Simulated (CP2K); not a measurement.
Runs of CP2K 2026.2 on InSe. Symmetry: R3m, No. 160, trigonal system. Conventional cell: a = 4.000 Å, b = 4.000 Å, c = 25.320 Å, α = 90.00°, β = 90.00°, γ = 120.00°. In (site symmetry 3m) is surrounded by 3 Se at 2.63 Å and 1 In at 2.82 Å. Around In (site symmetry 3m) lie 3 Se at 2.64 Å and 1 In at 2.82 Å. Around Se (site symmetry 3m) lie 3 In at 2.63 Å. Se (site symmetry 3m) has 3 In at 2.64 Å as nearest neighbours. 

```tsv
level	potentials or basis	smearing	EPS_DEFAULT	NGRIDS	points a segment of the path (NPOINTS)	bands added on the path	gap on the mesh (eV)	pressure (GPa)	largest force (eV/Å)
TB-mBJ	POTENTIAL_UZH In GTH-PBE-q13, Se GTH-PBE-q6; TZVP-MOLOPT-PBE-GTH basis	fermi-dirac 0.01 eV	1.0E-10	4	6	6	(a)	-	-
SCAN	POTENTIAL_UZH In GTH-SCAN-q13, Se GTH-SCAN-q6; TZVP-MOLOPT-SCAN-GTH basis	fermi-dirac 0.05 eV	1.0E-9	5	8	6	0.63	1.1	0.39
r2SCAN	POTENTIAL_UZH In GTH-SCAN-q13, Se GTH-SCAN-q6; TZVP-MOLOPT-SCAN-GTH basis	fermi-dirac 0.1 eV	1.0E-10	5	8	4	0.77	1.0	0.30
TASK	POTENTIAL_UZH In GTH-SCAN-q13, Se GTH-SCAN-q6; TZVP-MOLOPT-SCAN-GTH basis	fermi-dirac 0.05 eV	1.0E-9	5	6	2	1.08	3.2	(b)
```

Alike in all rows: task band structure; no spin polarisation; cell as given; k mesh 8 × 8 × 8.

Q: Estimate the missing entries.

A: (a) 0.56; (b) 0.46.

Caveats: spin-orbit coupling is left out, which moves the levels of the heavy elements; the basis of atomic orbitals isn't converged, which shifts pressures, moduli and gaps; the potentials were made for another functional, which shifts forces and pressure (some runs); this is a model potential without an energy functional, so only levels have meaning (some runs).

A k mesh can miss the band edges, and the runs leave out spin-orbit coupling on In, Se.
